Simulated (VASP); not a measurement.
Computed with LDA (Ceperley-Alder, Perdew-Zunger), VASP's LDA PAW potentials (set 64) (plane waves; VASP).

Gaps are without spin-orbit coupling.

```
Item                                                  Result
---------------------------------------------  -------------
volume per atom                                35.62 Å³/atom
band gap (over mesh and band path)                   4.51 eV
smallest direct gap (over mesh and band path)        4.51 eV
```

### Question
Which relaxed crystal gives these values?
(A) PbF2, Fm-3m (225)
(B) ZrO2, P4_2/nmc (137)
(C) TlCl, Pm-3m (221)
(D) CsBr, Pm-3m (221)

### Answer
D, CsBr, Pm-3m (221)
